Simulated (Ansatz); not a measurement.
Input and command of a plane-wave DFT calculation in Ansatz:

```yaml
crystal:
  lattice:
    - [3.0732975851, 0.0, 0.0]
    - [-1.5366487925, 2.7147848577, 0.0]
    - [0.0, 0.0, 4.8954311604]
  atoms:
    - { symbol: Ta, position: [0.6666666667, 0.3333333333, 0.7429737799] }
    - { symbol: Ta, position: [0.3333333333, 0.6666666667, 0.2570262201] }
    - { symbol: "N", position: [0.0, 0.0, 0.0] }
basis:
  ecutwfc: 500
kpoints:
  mp_grid: { grid: [18, 18, 10] }
hamiltonian:
  xc: r2scan
scf:
  occupations: { method: gaussian, width: 0.15 }
output:
  forces: true
  stress: true
  eigenvalues: true
```

```bash
ansatz run input.yaml --threads 1 --pin off --max-ram 2560MiB --backend cpu --events-out ev --progress --plain --runs-dir out
```

Processor: Intel(R) Xeon(R) Processor @ 2.50GHz (Skylake/Cascade Lake), 1 thread, on a host shared with other jobs.

Task: How long does it run, and how much memory does it take?

Result: About 2.3 min on 1 thread of Intel(R) Xeon(R) Processor @ 2.50GHz (Skylake/Cascade Lake), with other jobs on the host, peak memory 0.98 GiB. It solves 20 bands at 866 k points (the mesh reduced by symmetry) with about 1061 plane waves, in 8 SCF iterations.
